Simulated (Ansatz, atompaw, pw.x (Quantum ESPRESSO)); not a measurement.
## From atom to crystal: PAW (atompaw) potential for molybdenum

atompaw 4.2.0.5 input, output lines left out:

```
Mo 42
GGA-PBE scalarrelativistic loggrid 1500 logderivrange -2 5 176
5 5 4 0 0 0
5 0 1
5 1 0
4 2 5
0 0 0
c
c
c
c
v
c
c
c
v
c
v
3
3.00 2.20 2.85 1.85
y
0.1
n
y
1.4
n
y
2.3
n
y
0.2
y
0.75
n
custom polynom2 7 10 vanderbiltortho besselshape
bessel
3.00
3.00
3.00
3.00
3.00
3.00
3.00
3.00
```

Atomic tests: cutoffs needed: 18 Ry and 40 Ry (the cutoffs (Ry, on a coarse ladder) from which the occupation-weighted sum of valence levels, in a spherical-Bessel basis at the reference potential, stays within 10 and 1 mRy of its value at 400 Ry); ghost test: no extra level below or beside the all-electron valence levels (s, p, d, f tested) (spherical-Bessel basis up to 400 Ry, 20 bohr box); lowest eigenvalue of the overlap operator: 0.66 (s channel).

Crystal test: fcc Mo in pw.x 7.5, no spin, 14³ k-points, Fermi–Dirac smearing 0.01 Ry, cutoffs 50/500 Ry. The reference is all-electron LAPW (Ansatz 0.2.0) with the same functional, mesh and smearing; V0 and B0 come from Birch–Murnaghan fits to the pressures at five volumes. Errors are pseudo minus all-electron; Δ is the rms difference of the E(V) curves that follow from these fits, minima aligned, over ±6 % about the mean V0. Mesh and smearing are coarse, so the numbers serve the comparison and aren't converged zero-temperature values; the lattice is a test structure that the element need not adopt.

All-electron: a0 = 4.005 Å (V0 = 16.06 Å³/atom), B0 = 235.3 GPa.

Question: How far does the potential miss the all-electron equation of state?

Answer: mean pressure error (GPa): +12.85. The pressure does not cross zero within the volumes sampled, so no fit is given. The largest radius (3.00 bohr) exceeds half the bond length (2.67 bohr), so the spheres overlap, which is one possible source of error among others. This is a poor potential for the solid.

```csv
V (Å³/atom),P all-electron (GPa),P pseudo (GPa)
15.226,13.93,28.48
15.626,6.76,20.36
16.027,0.44,13.20
16.428,-5.13,6.85
16.828,-10.04,1.29
```

Question: At the middle volume, how do free energy and pressure move when the wave cutoff is lowered (ecutrho held at 500 Ry)?

Answer:

```csv
cutoff (Ry),shift of F (meV/atom),shift of P (GPa)
22,+29.4,-1.14
30,+13.9,-0.35
40,+3.0,+0.05
```

The run at the middle volume (104 k-points, 8 iterations) took about 35 s on one core of a shared host (AMD EPYC 7R43 64-Core Processor, 256 threads, 1004 GiB, load 98).
